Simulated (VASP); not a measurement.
# AlN (Fm-3m) in VASP: further runs

One crystal, AlN, is run at these levels: PBEsol, r2SCAN; tasks: single point.

Everything below comes from runs of VASP 6.6.1. Logs are shortened: lines on timing, memory, paths and dates and some standing lists are left out, and cuts for length are marked.

## 1. The crystal as given

Symmetry: Fm-3m, No. 225, cubic system. Conventional cell: a = 4.044 Å, b = 4.044 Å, c = 4.044 Å, α = 90.00°, β = 90.00°, γ = 90.00°. Around Al (site symmetry m-3m) lie 6 N at 2.02 Å. N (site symmetry m-3m) is surrounded by 6 Al at 2.02 Å.

Measurements of this composition are mostly on another form, of space group No. 186.

## 2. Single point, PBEsol

Contents of INCAR:

```
  PREC = Accurate
  ENCUT = 700
  EDIFF = 1E-7
  ISMEAR = 0
  SIGMA = 0.02
  LREAL = False
  LASPH = True
  NELM = 80
  ALGO = Fast
  ISIF = 2
  LWAVE = False
  LCHARG = True
  GGA = PS
  LELF = True
  LVHAR = True
  NBANDS = 11
```

Contents of KPOINTS:

```
regular mesh
0
Gamma
  10 10 10
```

Contents of POSCAR:

```
AlN
1.0
    0.0000000000      2.0219600000      2.0219600000
    2.0219600000      0.0000000000      2.0219600000
    2.0219600000      2.0219600000      0.0000000000
Al N
1 1
Direct
    0.5000000000      0.5000000000      0.5000000000
    0.0000000000      0.0000000000      0.0000000000
```

Potentials or basis: VASP PAW PBE potentials, release 64 (Al, N).

Launch:

```sh
> cat potpaw_PBE.64/Al/POTCAR potpaw_PBE.64/N/POTCAR > POTCAR
> mpirun -np 1 vasp_std > vasp.out
```

OUTCAR:

```text
PREC = Accurate
   ENCUT = 700
   EDIFF = 1E-7
   ISMEAR = 0
   LREAL = False
   LASPH = True
   NELM = 80
   ISIF = 2
   GGA = PS

 ion  position               nearest neighbor table
   1  0.500  0.500  0.500-   2 2.02   2 2.02   2 2.02   2 2.02   2 2.02   2 2.02
   2  0.000  0.000  0.000-   1 2.02   1 2.02   1 2.02   1 2.02   1 2.02   1 2.02

  LATTYP: Found a face centered cubic cell.
 ALAT       =     4.0439200000

  Lattice vectors:

 A1 = (   0.0000000000,   2.0219600000,   2.0219600000)
 A2 = (   2.0219600000,   0.0000000000,   2.0219600000)
 A3 = (   2.0219600000,   2.0219600000,   0.0000000000)

Analysis of symmetry for initial positions (statically):
=====================================================================
 Subroutine PRICEL returns:
 Original cell was already a primitive cell.

 Routine SETGRP: Setting up the symmetry group for a
 face centered cubic supercell.

 Subroutine GETGRP returns: Found 48 space group operations
 (whereof 48 operations were pure point group operations)
 out of a pool of 48 trial point group operations.

The static configuration has the point symmetry O_h .

Analysis of symmetry for dynamics (positions and initial velocities):
=====================================================================
 Subroutine PRICEL returns:
 Original cell was already a primitive cell.

 Routine SETGRP: Setting up the symmetry group for a
 face centered cubic supercell.

 Subroutine GETGRP returns: Found 48 space group operations
 (whereof 48 operations were pure point group operations)
 out of a pool of 48 trial point group operations.

The dynamic configuration has the point symmetry O_h .

 Subroutine INISYM returns: Found 48 space group operations
 (whereof 48 operations are pure point group operations),
 and found     1 'primitive' translations

----------------------------------------------------------------------------------------

                                     Primitive cell

  volume of cell :      16.5328

  direct lattice vectors                    reciprocal lattice vectors
     0.000000000  2.021960000  2.021960000    -0.247284813  0.247284813  0.247284813
     2.021960000  0.000000000  2.021960000     0.247284813 -0.247284813  0.247284813
     2.021960000  2.021960000  0.000000000     0.247284813  0.247284813 -0.247284813

  length of vectors
     2.859483255  2.859483255  2.859483255     0.428309860  0.428309860  0.428309860

  position of ions in fractional coordinates (direct lattice)
     0.500000000  0.500000000  0.500000000
     0.000000000  0.000000000  0.000000000

  ion indices of the primitive-cell ions
   primitive index   ion index
                 1           1
                 2           2

----------------------------------------------------------------------------------------

 KPOINTS: regular mesh

Automatic generation of k-mesh.
 Grid dimensions read from file:
 generate k-points for:   10   10   10

 Generating k-lattice:

  Cartesian coordinates                     Fractional coordinates (reciprocal lattice)
    -0.024728481  0.024728481  0.024728481     0.100000000  0.000000000  0.000000000
     0.024728481 -0.024728481  0.024728481     0.000000000  0.100000000  0.000000000
     0.024728481  0.024728481 -0.024728481     0.000000000  0.000000000  0.100000000

  Length of vectors
     0.042830986  0.042830986  0.042830986

  Shift w.r.t. Gamma in fractional coordinates (k-lattice)
     0.000000000  0.000000000  0.000000000

 Subroutine IBZKPT returns following result:
 ===========================================

 Found     47 irreducible k-points:

 Following reciprocal coordinates:
            Coordinates               Weight
  0.000000  0.000000  0.000000      1.000000
  0.100000  0.000000  0.000000      8.000000
  0.200000  0.000000  0.000000      8.000000
  0.300000  0.000000  0.000000      8.000000
  0.400000  0.000000  0.000000      8.000000
  0.500000  0.000000  0.000000      4.000000
[... 16 lines left out ...]
  0.300000  0.300000  0.000000      6.000000
  0.400000  0.300000  0.000000     24.000000
 [... further k-points ...]
   k-points           NKPTS =     47   k-points in BZ     NKDIM =     47   number of bands    NBANDS=     11
   number of dos      NEDOS =    301   number of ions     NIONS =      2
   total plane-waves  NPLWV =  21952
   dimension x,y,z NGX =    28 NGY =   28 NGZ =   28
   dimension x,y,z NGXF=    56 NGYF=   56 NGZF=   56
   ions per type =               1   1
   NGX,Y,Z   is equivalent  to a cutoff of  16.28, 16.28, 16.28 a.u.
   NGXF,Y,Z  is equivalent  to a cutoff of  32.56, 32.56, 32.56 a.u.
 SYSTEM =  unknown system
   PREC   = accura    normal or accurate (medium, high low for compatibility)
   ISTART =      0    job   : 0-new  1-cont  2-samecut
   ICHARG =      2    charge: 1-file 2-atom 10-const
   ISPIN  =      1    spin polarized calculation?
   LNONCOLLINEAR =      F non collinear calculations
   LSORBIT =      F    spin-orbit coupling
   LASPH  =      T    aspherical Exc in radial PAW
   ENCUT  =  700.0 eV  51.45 Ry    7.17 a.u.   6.17  6.17  6.17*2*pi/ulx,y,z
   NELM   =     80;   NELMIN=  2; NELMDL= -5     # of ELM steps
   EDIFF  = 0.1E-06   stopping-criterion for ELM
   LREAL  =      F    real-space projection
   EDIFFG = 0.1E-05   stopping-criterion for IOM
   NSW    =      0    number of steps for IOM
   IBRION =     -1    ionic relax: 0-MD 1-quasi-New 2-CG
   NFREE  =      0    steps in history (QN), initial steepest desc. (CG)
   ISIF   =      2    stress and relaxation
   ISYM   =      2    0-nonsym 1-usesym 2-fastsym
   POTIM  = 0.5000    time-step for ionic-motion
   TEBEG  =    0.0;   TEEND  =   0.0 temperature during run
   PSTRESS=    0.0 pullay stress
   NELECT =       8.0000    total number of electrons
   NUPDOWN=      -1.0000    fix difference up-down
   EMIN   =  10.00;   EMAX   =-10.00  energy-range for DOS
   EFERMI =   0.00;   METHOD = LEGACY
   ISMEAR =     0;   SIGMA  =   0.02  broadening in eV -4-tet -1-fermi 0-gaus
   EFERMI_NEDOS =   21; number of points for ismear=-14 and -15
   IALGO  =     68    algorithm
   IMIX   =      4    mixing-type and parameters
     AMIX     =   0.40;   BMIX     =  1.00
     AMIX_MAG =   1.60;   BMIX_MAG =  1.00
  volume/ion in A,a.u.               =       8.27        55.78
  Fermi-wavevector in a.u.,A,eV,Ry     =   1.285254  2.428778 22.475159  1.651878
  Thomas-Fermi vector in A             =   2.417399
   LORBIT       =      0    0 simple, 1 ext, 2 COOP (PROOUT), +10 PAW based schemes
   GGA     = PS    functional components
   LHFCALC =     F    Hartree Fock is set to
   AEXX    =    0.0000 exact exchange contribution
   IVDW    =     0    specifies the selected vdW correction
   LEPSILON=     F    determine dielectric tensor
   LRPA    =     F    only Hartree local field effects (RPA)
 non-spin polarized calculation
 RMM-DIIS sequential band-by-band and
 Gauss-broadening in eV      SIGMA  =   0.02
  energy-cutoff  :      700.00
  volume of cell :       16.53
 maximum number of plane-waves:       725
 NGX is ok and might be reduce to    28
   NGX = 13   NGY = 13   NGZ = 13

 number of electron       8.0000000 magnetization

 Free energy of the ion-electron system (eV)
  ---------------------------------------------------
  ext. energy  EPLUGINS =         0.00000000
  ---------------------------------------------------
  free energy    TOTEN  =       -15.45453678 eV

  energy without entropy =      -15.45453678  energy(sigma->0) =      -15.45453678

 E-fermi :  10.0768     XC(G=0): -12.4504

 val. band max:        9.8804423628   @ k =   0.0000   0.0000   0.0000
 cond. band min:      14.4312549362   @ k =   0.5000   0.5000   0.0000
 fundamental gap:      4.5508125734
 Fermi energy:        10.0767776791

 k-point     1 :       0.0000    0.0000    0.0000
  band No.  band energies     occupation
      1      -7.6659      2.00000
      2       9.8804      2.00000
      3       9.8804      2.00000
      4       9.8804      2.00000
      5      15.5456      0.00000
      6      21.9047      0.00000
      7      21.9047      0.00000
      8      21.9047      0.00000
      9      26.9825      0.00000
     10      27.5643      0.00000
     11      27.5644      0.00000

 k-point     2 :       0.1000    0.0000    0.0000
  band No.  band energies     occupation
      1      -7.4595      2.00000
      2       8.8576      2.00000
      3       9.7564      2.00000
      4       9.7564      2.00000
      5      16.1673      0.00000
      6      21.0015      0.00000
      7      22.2064      0.00000
      8      22.2064      0.00000
      9      25.9905      0.00000
     10      25.9905      0.00000
     11      27.9997      0.00000

 k-point     3 :       0.2000    0.0000    0.0000
  band No.  band energies     occupation
      1      -6.8586      2.00000
      2       6.7038      2.00000
      3       9.4558      2.00000
      4       9.4558      2.00000
      5      16.7757      0.00000
      6      20.5395      0.00000
      7      22.4018      0.00000
      8      22.4018      0.00000
      9      25.3928      0.00000
     10      25.3928      0.00000
     11      27.3549      0.00000

 k-point     4 :       0.3000    0.0000    0.0000
  band No.  band energies     occupation
      1      -5.9357      2.00000
      2       4.3592      2.00000
      3       9.1230      2.00000
      4       9.1230      2.00000
      5      16.4711      0.00000
      6      21.5303      0.00000
      7      21.6822      0.00000
      8      21.6822      0.00000
      9      26.5177      0.00000
     10      26.8697      0.00000
     11      26.8697      0.00000

 k-point     5 :       0.4000    0.0000    0.0000
  band No.  band energies     occupation
      1      -4.9051      2.00000
      2       2.3827      2.00000
      3       8.8787      2.00000
      4       8.8787      2.00000
      5      16.0691      0.00000
      6      21.0192      0.00000
      7      21.0192      0.00000
      8      22.6840      0.00000
      9      25.9714      0.00000
     10      29.0855      0.00000
     11      29.0855      0.00000
[... 211 lines left out ...]
 k-point    21 :      -0.3000    0.2000    0.0000
  band No.  band energies     occupation
      1      -4.6926      2.00000
      2       3.4781      2.00000
      3       6.1774      2.00000
      4       8.7420      2.00000
      5      18.0095      0.00000
      6      19.7075      0.00000
      7      21.2584      0.00000
      8      22.1244      0.00000
      9      26.7726      0.00000
     10      28.9847      0.00000
     11      30.5745      0.00000

 k-point    22 :      -0.2000    0.2000    0.0000
  band No.  band energies     occupation
      1      -5.6372      2.00000
      2       4.9074      2.00000
      3       6.9037      2.00000
      4       9.1871      2.00000
      5      18.4761      0.00000
      6      19.7704      0.00000
      7      20.6573      0.00000
      8      22.3345      0.00000
      9      24.7735      0.00000
     10      28.8680      0.00000
     11      30.2812      0.00000

 k-point    23 :       0.3000    0.3000    0.0000
  band No.  band energies     occupation
      1      -5.3923      2.00000
      2       5.0444      2.00000
      3       7.8382      2.00000
      4       7.8382      2.00000
      5      16.4219      0.00000
      6      16.7044      0.00000
      7      21.5668      0.00000
      8      25.4211      0.00000
      9      25.4211      0.00000
     10      30.3209      0.00000
     11      33.8556      0.00000

 k-point    24 :       0.4000    0.3000    0.0000
  band No.  band energies     occupation
      1      -4.6250      2.00000
      2       3.9982      2.00000
      3       7.0536      2.00000
      4       7.5790      2.00000
      5      15.9385      0.00000
      6      16.6847      0.00000
      7      22.0141      0.00000
      8      25.3922      0.00000
      9      26.1532      0.00000
     10      31.6032      0.00000
     11      34.5209      0.00000

 [... further k-points ...]

------------------------ aborting loop because EDIFF is reached ----------------------------------------

  FORCE on cell =-STRESS in cart. coord.  units (eV):
  Direction    XX          YY          ZZ          XY          YZ          ZX
  --------------------------------------------------------------------------------------
  -------------------------------------------------------------------------------------
  Total        0.0001173      0.0001173      0.0001173     -0.0000000      0.0000000      0.0000000
  in kB        0.0113691      0.0113691      0.0113691     -0.0000000      0.0000000      0.0000000
  external PRESSURE =       0.0113691 kB  Pullay stress =       0.0000000 kB

 VOLUME and BASIS-vectors are now :
 -----------------------------------------------------------------------------
  energy-cutoff  :      700.00
  volume of cell :       16.53
      direct lattice vectors                 reciprocal lattice vectors
     0.000000000  2.021960000  2.021960000    -0.247284813  0.247284813  0.247284813
     2.021960000  0.000000000  2.021960000     0.247284813 -0.247284813  0.247284813
     2.021960000  2.021960000  0.000000000     0.247284813  0.247284813 -0.247284813

 POSITION                                       TOTAL-FORCE (eV/Angst)
 -----------------------------------------------------------------------------------
      2.02196      2.02196      2.02196        -0.000000      0.000000     -0.000000
      0.00000      0.00000      0.00000         0.000000     -0.000000      0.000000
 -----------------------------------------------------------------------------------
    total drift:                               -0.000000     -0.000000      0.000000

  FREE ENERGIE OF THE ION-ELECTRON SYSTEM (eV)
  ---------------------------------------------------
  free  energy   TOTEN  =       -15.4545367798 eV

  energy  without entropy=      -15.4545367798  energy(sigma->0) =      -15.45453678
```

Wall time 9.9 s (1 thread of Intel Xeon 6975P-C (Granite Rapids), shared host); peak memory 0.15 GiB.

Results:

```
Free energy            : -15.4545 eV
Pressure               : 0.0 GPa
Band gap on the k mesh : 4.55 eV, indirect (least direct gap 5.67 eV)
```

Caveat: the PAW data sets were made with another functional, which shifts forces and pressure a little. A k mesh can miss the band edges.

(Continued in part 2 of 2.)
